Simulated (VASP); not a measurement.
**A VASP 6.6.1 single-point calculation on PbF2**

INCAR

```
EDIFF = 1E-7
ISMEAR = -1
METAGGA = MBJ
SIGMA = 0.02
LWAVE = .FALSE.
PREC = Accurate
ISIF = 2
NELM = 120
LREAL = .FALSE.
NBANDS = 21
ENCUT = 520
NSW = 0
LCHARG = .FALSE.
LASPH = .TRUE.
IBRION = -1
```

KPOINTS

```
KPOINTS created by Atomic Simulation Environment
0
Gamma
8 8 8
0 0 0
```

POSCAR

```
Pb F
 1.0000000000000000
     0.0000000000000000    3.0169832741999998    3.0169832741999998
     3.0169832741999998    0.0000000000000000    3.0169832741999998
     3.0169832741999998    3.0169832741999998    0.0000000000000000
 Pb  F
   1   2
Cartesian
  0.0000000000000000  0.0000000000000000  0.0000000000000000
  1.5084916370999999  1.5084916370999999  1.5084916370999999
  4.5254749112999999  4.5254749112999999  4.5254749112999999
```

The recommended PBE PAW datasets give the neutral cell 28 valence electrons.

Command

```
mpirun -np 1 vasp_std
```

**Question.** Predict the outcome of this run.

**Answer.** It converged. Results: gap between bands v and c on the k mesh 5.93 eV; least direct gap on the k mesh 6.00 eV. Band v is the last that the valence electrons fill when counted band by band, and c is the next.

OSZICAR

```
N       E                     dE             d eps       ncg     rms          rms(c)
DAV:   1     0.148826177311E+04    0.14883E+04   -0.14356E+04  1218   0.148E+03
DAV:   2     0.119643154708E+04   -0.29183E+03   -0.27354E+03  1278   0.421E+02
DAV:   3     0.116672897723E+04   -0.29703E+02   -0.29288E+02  1474   0.142E+02
DAV:   4     0.116580398444E+04   -0.92499E+00   -0.92415E+00  1409   0.267E+01
DAV:   5     0.116577213811E+04   -0.31846E-01   -0.31844E-01  1613   0.507E+00    0.705E+00
DAV:   6     0.116605632950E+04    0.28419E+00   -0.12712E+01  1575   0.433E+01    0.375E+00
DAV:   7     0.116693972631E+04    0.88340E+00   -0.55712E-01  1273   0.735E+00    0.218E+00
DAV:   8     0.116897621273E+04    0.20365E+01   -0.27569E+00  1218   0.132E+01    0.296E+00
DAV:   9     0.116872359544E+04   -0.25262E+00   -0.21595E+00  1358   0.103E+01    0.690E-01
DAV:  10     0.116995641756E+04    0.12328E+01   -0.73019E-01  1218   0.671E+00    0.145E+00
...
DAV:  53     0.116979694665E+04    0.67281E-06   -0.21190E-12   684   0.842E-06    0.836E-07
DAV:  54     0.116979694780E+04    0.11470E-05   -0.52536E-12   684   0.646E-06    0.701E-07
DAV:  55     0.116979694843E+04    0.63003E-06   -0.88236E-13   684   0.551E-06    0.344E-07
DAV:  56     0.116979694810E+04   -0.32925E-06    0.24385E-12   684   0.450E-06    0.324E-07
DAV:  57     0.116979694834E+04    0.24070E-06    0.16256E-13   684   0.293E-06    0.256E-07
DAV:  58     0.116979694822E+04   -0.11772E-06    0.50830E-12   684   0.124E-06    0.104E-07
DAV:  59     0.116979694843E+04    0.20878E-06    0.15012E-12   684   0.133E-06    0.356E-07
DAV:  60     0.116979694829E+04   -0.13859E-06    0.54802E-12   684   0.106E-06    0.121E-07
DAV:  61     0.116979694835E+04    0.62053E-07    0.33013E-12   679   0.752E-07
   1 F= 0.11697969E+04 E0= 0.11697969E+04  d E =-.574088E-13
```

The MBJ potential has no energy functional, so only its levels carry meaning.

For comparison, a separate PBE run of the intended cell, on usual settings and not on those above, gives a gap of 4.41 eV on its mesh and a pressure of -1.3 GPa.
